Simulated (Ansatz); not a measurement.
Be2C built on the antifluorite prototype, relaxed with r2SCAN, was run in the plane-wave code Ansatz under altered settings. All numbers are computed, without spin polarisation but where a row says otherwise.

```
C Be
1.0
     0.00000    2.16049    2.16049
     2.16049    0.00000    2.16049
     2.16049    2.16049    0.00000
C Be
1 2
Direct
  0.00000 0.00000 0.00000
  0.25000 0.25000 0.25000
  0.75000 0.75000 0.75000
```

The base run's other keys:
```yaml
kpoints:
  mp_grid: { grid: [8, 8, 8] }
hamiltonian:
  xc: pbe
scf:
  occupations: { method: fixed }
  n_extra_bands: 4
```

It takes 6 iterations with 411 plane waves at 420 eV and 29 k points, and leaves a mean stress of +1.04 GPa. The gap over this mesh is 1.173 eV. It ran on 4 threads of Arm Neoverse V1, on a shared host.

Outcomes, with energy and stress as changes against the base:
```tsv
setting	outcome	ΔF (meV/atom)	Δ mean stress (GPa)	gap on the mesh (eV)	iterations	wall time
hamiltonian.dispersion: d4	converged	-162	-3.78	1.173	6	0.55 s
magnetization.initial_magnetization: 2.0	refused	–	–	–	–	0.03 s
scf.n_bands: 12	refused	–	–	–	–	0.01 s
basis.ecutwfc: 200	converged, warned	+478	+2.39	1.002	7	0.21 s
scf.occupations: methfessel_paxton 1.5	converged	+9.6	-0.40	–	4	0.26 s
scf.mixing.preconditioner: resta	converged	0.0	0.00	1.173	6	0.28 s
magnetization.initial_magnetization: 6.0	refused	–	–	–	–	0.03 s
basis.ecutwfc: 0	refused	–	–	–	–	0.03 s
basis.xc_grid: 3	converged	0.0	0.00	1.173	6	0.29 s
scf.max_iter: 1	not converged	–	–	–	1	0.16 s
scf.occupations: gaussian 0.001	converged	0.0	0.00	1.173	6	0.28 s
accuracy: high	converged	0.0	0.00	1.173	7	0.3 s
hamiltonian.xc: hse6	refused	–	–	–	–	0.01 s
hamiltonian.xc: pbesol	converged	–	-2.51	1.075	6	0.3 s
```
A dash marks a value that wasn't obtained or can't be compared. Stress is positive in compression. The base took 0.28 s.

- hamiltonian.dispersion: d4. The free energy moves by -162 meV an atom, the mean stress by -3.78 GPa and the gap on the mesh by 0.000 eV (to 1.173). A pairwise correction adds to energy, forces and stress and leaves the bands alone.
- magnetization.initial_magnetization: 2.0. It is rejected at once. Error: inconsistent input (scf.occupations.method, magnetization): a σ = 0 step fill (method: fixed, or a smearing width below the step floor) with no hard lock on the total moment puts the same N_el/2 bands in each spin channel, which gives a total moment of zero, but the starting moments sum to +2.0000 μB […]
- scf.n_bands: 12. The input is refused before any iteration. Error: YAML parse error: line 17 column 3: unknown field `n_bands`, expected one of max_iter, algorithm, n_extra_bands, self_checks, convergence, lower_state_search, omitted_lower_state_checks, lower_solution_reach, mixing, occupations, eigensolver, initial_density, exx
- basis.ecutwfc: 200. 137 plane waves in place of 411. The free energy moves by +478 meV an atom, the mean stress by +2.39 GPa and the gap on the mesh by -0.171 eV (to 1.002). The basis is too small: these are errors of the cutoff. Warned: cutoff below recommended.
- scf.occupations: methfessel_paxton 1.5. The free energy moves by +9.6 meV an atom, the mean stress by -0.40 GPa and the gap on the mesh by +0.003 eV (to 1.176). The term −TS is +32 meV an atom, of a sign that arises since this scheme's broadening is partly negative. A width of 1.5 eV moves electrons across a gap of 1.17 eV: this is no longer the ground state.
- magnetization.initial_magnetization: 6.0. The program doesn't start. Error: inconsistent input (scf.occupations.method, magnetization): a σ = 0 step fill (method: fixed, or a smearing width below the step floor) with no hard lock on the total moment puts the same N_el/2 bands in each spin channel, which gives a total moment of zero, but the starting moments sum to +6.0000 μB […]
- basis.ecutwfc: 0. The program doesn't start. Error: invalid value for `basis.ecutwfc`: must be finite and > 0; got 0 eV
- scf.max_iter: 1. The calculation stopped without meeting its thresholds. It stopped after 1 iteration; the base needs 6. Nothing that it printed is a property of the solid. Error: did not converge after 1 iteration: onsite_residual = 1.09e-4 (threshold 1.00e-7), under the density mixer `msr1`, which `scf.mixing.algorithm: auto` chose by the deck's other keys (type `scf.mixing.algorithm: msr1` to keep it) […]
- hamiltonian.xc: hse6. The program doesn't start. Error: YAML parse error: line 13 column 7: hamiltonian.xc: unknown variant `hse6`, expected one of […]
- hamiltonian.xc: pbesol. The mean stress moves by -2.51 GPa and the gap on the mesh by -0.098 eV (to 1.075). It's another functional on the same cell, so totals aren't comparable.

Within 1 meV an atom, 0.1 GPa and 0.005 eV of the base stay: scf.mixing.preconditioner: resta; basis.xc_grid: 3; scf.occupations: gaussian 0.001; accuracy: high.
